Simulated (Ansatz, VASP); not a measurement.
## PbS: VASP beside Ansatz

```
CELL_PARAMETERS angstrom
3.06038 -3.01823 0.00000
3.06038 3.01823 0.00000
-1.12408 0.00000 12.18668
ATOMIC_POSITIONS crystal
Pb 0.77560 0.77560 0.63638
Pb 0.22440 0.22440 0.36362
S 0.26840 0.26840 0.59860
S 0.73160 0.73160 0.40140
```

Alike in both runs: task single point; functional PBEsol; k mesh 8 × 8 × 4; occupations gaussian, width 0.02 eV; no spin polarisation.

|  | VASP | Ansatz |
| --- | --- | --- |
| version | VASP 6.6.1 | Ansatz 0.2.0 |
| potentials or method | VASP PAW PBE potentials, release 64 (Pb_d, S) | scalar-relativistic, plane waves, PAW |
| plane-wave cutoff (eV) | 520 | 420 |
| valence electrons in the cell | 40 | 40 |

|  | VASP | Ansatz | Ansatz less VASP |
| --- | --- | --- | --- |
| gap on the k mesh at the Fermi level (eV) | 1.41 | 1.41 | +0.002 |
| least direct gap on the mesh (eV) | 1.41 | 1.41 | +0.002 |
| rms of the force components (eV/Å) | 0.565 | 0.565 | +0.0003 |

Atom by atom the forces differ by 0.001 eV/Å (rms over components).

Caveats: the PAW data sets were made with another functional, which shifts forces and pressure a little (VASP); spin-orbit coupling is left out, which as a rule narrows the gap of such compounds by several tenths of an eV.
